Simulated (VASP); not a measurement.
## GaN (strained zincblende), r²SCAN single-point calculation: Ansatz's output and VASP's

```
Ga N
1.0
     0.00000    2.24895    2.27144
     2.24895    0.00000    2.27144
     2.24895    2.24895    0.00000
Ga N
1 1
Direct
  0.00000 0.00000 0.00000
  0.25000 0.25000 0.25000
```

Ansatz printed

```
SCF 1 converged in 8 iterations: F = -4176.371096 eV  dr2 = 2.20e-8
  greatest PAW one-centre occupation: 0.995 electrons in one spin orbital (limit 2), on the Ga atom at site 0 (counted from 0), in its partial waves of l = 2
NSCF: frozen V_eff on 6 k-points
SCF converged after 8 iterations
Free energy (F): -4176.371096 eV
Harris-Foulkes:  -4176.371096 eV  (|F-HF|=1.38e-8)
Internal energy: -4176.371096 eV  (E = F + TS)
E sigma→0 (E₀):  -4176.371096 eV
Fermi energy:    9.330815 eV
--- Per-component energies (eV) ---
  E_band       = -17.459065
  E_kinetic    = 246.653709
  E_local      = -1956.241604  (includes V_loc(G=0)·N_el)
  E_nonlocal   = 476.343562
  E_hartree    = 901.806478
  E_xc         = -121.611017
  E_vxc        = -143.418563  (∫ρ·V_xc dr)
  E_paw        = -2137.245265  (= ΣΔE_a)
  E_vpaw       = -452.251862  (= ΣTr[D̂ρ^β])
  E_aug_tail   = -0.000024  (compensation charges beyond the density's cutoff)
  E_vtau       = 7.844457  (kinetic-family band-sum trace: ∫τ·v_τ [+ j·A + Jᵃ·Aᵃ] dr)
  E_ewald      = -1585.394301
  E_core_change = -0.682634  (= ΣΔE_core)
  E_smearing   = -0.000000  (= −TS)
  E_closure    = -0.000000  (closes the sum)
  Σ components = -4176.371096   (vs F -4176.371096, Δ=0.00e0)
--- Forces (eV/Å), atoms counted from 1 ---
  atom   1  Ga     0.00000000     0.00000000     0.00000000
  atom   2  N     -0.00000000    -0.00000000     0.00000000
  max |Σ_I F_I| component: 2.78e-17 eV/Å
--- Stress (GPa, compression-positive) ---
       -1.474313       0.000000       0.000000
        0.000000      -1.474313       0.000000
       -0.000000       0.000000      -2.824139
  P = ⅓ Tr σ = -1.9243 GPa (-19.243 kbar)
--- Band table (eV; the first three rows and the last of 102) ---
  k-point 0: bands = ["-7.3801", "-4.5801", "-4.5695", "-4.5695", "-4.2353", "-4.2353", "9.2836", "9.3308", "9.3308", "11.4161", "20.3026", "20.3026", "20.3327"]
  k-point 1: bands = ["-7.2719", "-4.5634", "-4.5557", "-4.5308", "-4.2367", "-4.2362", "8.2203", "9.1885", "9.2245", "12.2728", "19.8105", "20.4781", "20.4868"]
  k-point 2: bands = ["-6.9970", "-4.5303", "-4.5231", "-4.3659", "-4.2361", "-4.2339", "6.3603", "8.9143", "8.9625", "13.4121", "19.0266", "20.7238", "20.7648"]
  k-point 101: bands = ["-6.2454", "-4.4601", "-4.2619", "-4.2619", "-4.1614", "-2.7362", "3.0459", "6.6002", "6.6002", "13.1295", "16.6642", "21.7750", "24.2543"]
```

Each program uses its own PAW datasets. VASP's cell holds 18 valence electrons and Ansatz's 18. Ansatz's stress includes a Pulay correction; VASP's doesn't.

Q: What does VASP give for the same cell and level of theory?

A: gap between bands v and c 2.08 eV; least direct gap 2.08 eV; pressure -0.8 GPa.

From OUTCAR

```
k-points           NKPTS =    102   k-points in BZ     NKDIM =    102   number of bands    NBANDS=     16

   NELECT =      18.0000    total number of electrons

   dimension x,y,z NGX =    24 NGY =   24 NGZ =   24
   dimension x,y,z NGXF=    48 NGYF=   48 NGZF=   48

  energy-cutoff  :      520.00
  volume of cell :       22.98
      direct lattice vectors                 reciprocal lattice vectors
     0.000000000  2.248952541  2.271442067    -0.222325723  0.222325723  0.220124478
     2.248952541  0.000000000  2.271442067     0.222325723 -0.222325723  0.220124478
     2.248952541  2.248952541  0.000000000     0.222325723  0.222325723 -0.220124478

 k-points in reciprocal lattice and weights: KPOINTS created by Atomic Simulation Env
   0.00000000  0.00000000  0.00000000       0.001
   0.10000000 -0.00000000  0.00000000       0.008
   0.20000000 -0.00000000  0.00000000       0.008
   0.30000000  0.00000000  0.00000000       0.008
   0.40000000 -0.00000000  0.00000000       0.008
   0.50000000  0.00000000  0.00000000       0.004
   0.10000000  0.10000000  0.00000000       0.002
   0.20000000  0.10000000  0.00000000       0.008
   ...

 E-fermi :   5.0582

 k-point     1 :       0.0000    0.0000    0.0000
  band No.  band energies     occupation
      1     -11.7221      2.00000
      2      -8.8613      2.00000
      3      -8.8507      2.00000
      4      -8.8507      2.00000
      5      -8.5081      2.00000
      6      -8.5080      2.00000
      7       4.9436      2.00000
      8       4.9907      2.00000
      9       4.9907      2.00000
     10       7.0675      0.00000
     11      15.9426      0.00000
     12      15.9427      0.00000
     13      15.9727      0.00000
     14      23.4737      0.00000
     15      24.4447      0.00000
     16      24.7831      0.00000

 k-point     2 :       0.1000   -0.0000    0.0000
  band No.  band energies     occupation
      1     -11.6123      2.00000
      2      -8.8444      2.00000
      3      -8.8367      2.00000
      4      -8.8129      2.00000
      5      -8.5094      2.00000
      6      -8.5090      2.00000
      7       3.8806      2.00000
      8       4.8484      2.00000
      9       4.8843      2.00000
     10       7.9235      0.00000
     11      15.4493      0.00000
     12      16.1189      0.00000
     13      16.1276      0.00000
     14      23.0828      0.00000
     15      23.3654      0.00000
     16      23.4152      0.00000

 k-point     3 :       0.2000   -0.0000    0.0000
  band No.  band energies     occupation
      1     -11.3322      2.00000
      2      -8.8109      2.00000
      3      -8.8037      2.00000
      4      -8.6512      2.00000
      5      -8.5089      2.00000
      6      -8.5069      2.00000
      7       2.0215      2.00000
      8       4.5741      2.00000
      9       4.6222      2.00000
     10       9.0604      0.00000
     11      14.6650      0.00000
     12      16.3680      0.00000
     13      16.4089      0.00000
     14      22.1412      0.00000
     15      22.4595      0.00000
     16      22.5344      0.00000

 k-point     4 :       0.3000    0.0000    0.0000
  band No.  band energies     occupation
      1     -11.0201      2.00000
      2      -8.7803      2.00000
      3      -8.7729      2.00000
      4      -8.4973      2.00000
      5      -8.4933      2.00000
      6      -8.2743      2.00000
      7       0.1094      2.00000
      8       4.2633      2.00000
      9       4.3252      2.00000
     10       9.7885      0.00000
     11      14.3036      0.00000
     12      16.2850      0.00000
     13      16.3906      0.00000
     14      21.4840      0.00000
     15      23.0092      0.00000
     16      23.0283      0.00000

 k-point     5 :       0.4000   -0.0000    0.0000
  band No.  band energies     occupation
      1     -10.8163      2.00000
      2      -8.7657      2.00000
      3      -8.7580      2.00000
      4      -8.4770      2.00000
      5      -8.4710      2.00000
      6      -7.7100      2.00000
      7      -1.4759      2.00000
      8       4.0300      2.00000
      9       4.1026      2.00000
     10      10.0586      0.00000
     11      14.3337      0.00000
     12      16.0106      0.00000
     13      16.1501      0.00000
     14      21.3614      0.00000
     15      24.5215      0.00000
     16      24.5552      0.00000

 k-point     6 :       0.5000    0.0000    0.0000
  band No.  band energies     occupation
      1     -10.7526      2.00000
      2      -8.7624      2.00000
      3      -8.7548      2.00000
      4      -8.4666      2.00000
      5      -8.4600      2.00000
      6      -7.3811      2.00000
      7      -2.1549      2.00000
      8       3.9445      2.00000
      9       4.0212      2.00000
     10      10.1060      0.00000
     11      14.3958      0.00000
     12      15.8798      0.00000
     13      16.0283      0.00000
     14      21.4367      0.00000
     15      25.6365      0.00000
     16      25.6756      0.00000

 ...

  Total       -0.0516177     -0.0516177     -0.2410604      0.0000000      0.0000000      0.0000000
  in kB       -3.5992936     -3.5992936    -16.8090875      0.0000000      0.0000000      0.0000000
  external PRESSURE =      -8.0025582 kB  Pullay stress =       0.0000000 kB

 POSITION                                       TOTAL-FORCE (eV/Angst)
 -----------------------------------------------------------------------------------
      0.00000      0.00000      0.00000        -0.000000     -0.000000     -0.000000
      1.12448      1.12448      1.13572         0.000000      0.000000      0.000000
 -----------------------------------------------------------------------------------
    total drift:                                0.000011      0.000011      0.000006

  FREE ENERGIE OF THE ION-ELECTRON SYSTEM (eV)
  ---------------------------------------------------
  free  energy   TOTEN  =       -21.8960921735 eV

  energy  without entropy=      -21.8960921735  energy(sigma->0) =      -21.89609217
```
